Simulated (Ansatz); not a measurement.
The system is HfO2.

```
Hf O
1.0
     5.21946    0.00000    0.00000
     0.00000    5.00476    0.00000
     0.00000    0.00000    5.03269
Hf O
4 8
Direct
  0.96699 0.73252 0.74144
  0.53301 0.73252 0.24144
  0.46699 0.26748 0.74144
  0.03301 0.26748 0.24144
  0.63213 0.92865 0.87927
  0.86787 0.92865 0.37927
  0.23395 0.53988 0.49229
  0.26605 0.53988 0.99229
  0.76605 0.46012 0.99229
  0.73395 0.46012 0.49229
  0.13213 0.07135 0.87927
  0.36787 0.07135 0.37927
```

Measurements of this composition are mostly on another form, of space group No. 14.

- Program: Ansatz 0.2.0
- Task: relaxation of cell and atoms
- Functional: BLYP
- Potentials or basis: Ansatz PAW
- Cutoff: 420 eV (not typed: the program's choice for these potentials)
- k mesh: 5 × 6 × 5
- Occupations: fermi-dirac, width 0.05 eV
- Spin: no spin polarisation

At the start: volume 10.96 Å³/atom.

Q: How do energy, volume and symmetry change on relaxing?

A: It ends after 11 steps and the volume is 11.78 Å³/atom (+7.5 %); space group Pca2_1 (No. 29, to 0.05 Å).

The path:
| step | energy change (eV) | largest force (eV/Å) | volume (Å³) |
| --- | --- | --- | --- |
| 1 | 0.0000 | 0.1562 | 131.46 |
| 2 | -0.3300 | 0.1192 | 141.66 |
| 3 | -0.3598 | 0.1042 | 140.07 |
| 4 | -0.3619 | 0.2775 | 140.84 |
| 5 | -0.3689 | 0.0353 | 140.76 |
| 6 | -0.3710 | 0.0261 | 140.69 |
| 7 | -0.3714 | 0.0011 | 140.67 |
| 8 | -0.4484 | 0.0044 | 140.67 |
| 9 | -0.4465 | 0.0043 | 141.28 |
| 10 | -0.4461 | 0.0010 | 141.36 |
| 11 | -0.4502 | 0.0008 | 141.36 |

Final structure:
```cif
data_structure
_symmetry_space_group_name_H-M 'P 1'
_symmetry_Int_Tables_number 1
_cell_length_a 5.3675
_cell_length_b 5.1110
_cell_length_c 5.1527
_cell_angle_alpha 90.000
_cell_angle_beta 90.000
_cell_angle_gamma 90.000
_cell_volume 141.36
loop_
_atom_site_label
_atom_site_type_symbol
_atom_site_fract_x
_atom_site_fract_y
_atom_site_fract_z
_atom_site_occupancy
Hf1 Hf 0.96750 0.73561 0.73620 1
Hf2 Hf 0.53250 0.73561 0.23620 1
Hf3 Hf 0.46750 0.26439 0.73620 1
Hf4 Hf 0.03250 0.26439 0.23620 1
O1 O 0.63782 0.93867 0.88775 1
O2 O 0.86218 0.93867 0.38775 1
O3 O 0.22054 0.53203 0.48905 1
O4 O 0.27946 0.53203 0.98905 1
O5 O 0.77946 0.46797 0.98905 1
O6 O 0.72054 0.46797 0.48905 1
O7 O 0.13782 0.06133 0.88775 1
O8 O 0.36218 0.06133 0.38775 1
```

Caveat: the plane-wave basis is chosen anew once the cell has moved, so the energies of steps on either side of that aren't comparable; the pressure holds a Pulay correction of +0.9 GPa for the finite cutoff; the PAW data sets come from PBE, with cores solved anew for the run's functional, which leaves a small shift of forces and pressure.
